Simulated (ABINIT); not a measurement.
Runs of ABINIT 10.8.3 (patched build) on MoP. Symmetry: P-6m2, No. 187, hexagonal system. Conventional cell: a = 3.223 Å, b = 3.223 Å, c = 3.191 Å, α = 90.00°, β = 90.00°, γ = 120.00°. Mo (site symmetry -6m2) has 6 P at 2.45 Å as nearest neighbours. P (site symmetry -6m2) is surrounded by 6 Mo at 2.45 Å. 

```tsv
task	level	potentials or basis	k mesh	cutoff (eV)	fine-grid cutoff	mesh quality	gap on the mesh (eV)	pressure (GPa)
band structure	PBEsol	PseudoDojo NC SR PBEsol v0.4 stringent	10 × 10 × 8	1088	-	not flagged	none	-3.7
band structure	BP86	JTH PAW PBE v2.0	10 × 10 × 8	544	1088.46 eV	not flagged	none	(b)
band structure	WC	JTH PAW PBE v2.0	10 × 10 × 8	544	1088.46 eV	not flagged	none	-1.8
single point	PBEsol	JTH PAW PBE v2.0	8 × 8 × 6	544	1088.46 eV	not flagged	none	-3.1
band structure	LDA	PseudoDojo NC SR LDA v0.4.1 standard	10 × 10 × 8	1088	-	not flagged	none	-7.4
single point	LDA	JTH PAW LDA v2.0	6 × 6 × 5	544	1088.46 eV	coarse	none	(a)
band structure	LDA-PZ	JTH PAW LDA v2.0	10 × 10 × 8	544	1088.46 eV	not flagged	none	-6.9
band structure	PBEsol	PseudoDojo NC SR PBEsol v0.4.1 standard	10 × 10 × 8	1088	-	not flagged	none	-3.7
single point	PBEsol	JTH PAW PBE v2.0	6 × 6 × 5	544	1088.46 eV	coarse	none	-2.9
```

Alike in all rows: no spin polarisation; cell as given; smearing fermi-dirac 0.05 eV.

Problem. Estimate the missing entries.

Solution. (a) -6.8; (b) 5.1.

Caveats: some runs use coarse meshes; the PAW data sets were made with another functional, which shifts forces and pressure a little (some runs).

A k mesh can miss the band edges, and the runs leave out spin-orbit coupling on Mo.

A gap of «none» marks a metal or a gap under the smearing width.

Runs at the PBE level aren't shown here.
